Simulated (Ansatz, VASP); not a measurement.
**NbSi: VASP beside Ansatz**

Contents of INCAR:

```
SYSTEM = NbSi
  ALGO = Normal
  EDIFF = 1E-7
  ENCUT = 520
  GGA = PE
  ISIF = 2
  ISMEAR = -1
  LASPH = .TRUE.
  LCHARG = .FALSE.
  LREAL = .FALSE.
  LWAVE = .FALSE.
  NBANDS = 16
  NELM = 100
  PREC = Accurate
  SIGMA = 0.05
```

File KPOINTS:

```
k-points
0
G
  8 8 8
  0 0 0
```

Contents of POSCAR:

```
NbSi
1.0
    3.0920047770      0.0000000000      0.0000000000
    0.0000000000      3.0920047770      0.0000000000
    0.0000000000      0.0000000000      3.0920047770
Nb Si
1 1
Direct
    0.0000000000      0.0000000000      0.0000000000
    0.5000000000      0.5000000000      0.5000000000
```

input.yaml

```yaml
crystal:
  lattice:
    - [3.092004777, 0.0, 0.0]
    - [0.0, 3.092004777, 0.0]
    - [0.0, 0.0, 3.092004777]
  atoms:
    - { symbol: Nb, position: [0.0, 0.0, 0.0] }
    - { symbol: Si, position: [0.5, 0.5, 0.5] }
hamiltonian:
  xc: pbe
  pseudopotentials: { kind: paw, azcp: { folder: soft_1 } }
kpoints:
  mp_grid: { grid: [8, 8, 8] }
scf:
  occupations: { method: fermi_dirac, width: 0.05 }
output:
  forces: true
  stress: true
  eigenvalues: true
```

The cell was built by a generator and needn't be a form met in nature.

Alike in both runs: task single point; functional PBE; k mesh 8 × 8 × 8; occupations fermi-dirac, width 0.05 eV; no spin polarisation.

|  | VASP | Ansatz |
| --- | --- | --- |
| version | VASP 6.6.1 | Ansatz 0.2.0 |
| potentials or method | VASP PAW PBE potentials, release 64 (Nb_sv, Si) | Ansatz PAW soft_1 |
| plane-wave cutoff (eV) | 520 | 420 |
| valence electrons in the cell | 17 | 17 |

|  | VASP | Ansatz | Ansatz less VASP |
| --- | --- | --- | --- |
| gap on the k mesh at the Fermi level (eV) | none | none | - |
| pressure (GPa) | 11.6 | 11.9 | +0.27 |

A gap of «none» marks a metal or a gap that the smearing closes. The functional is the same, so the differences come from potentials, cutoffs and numerics.
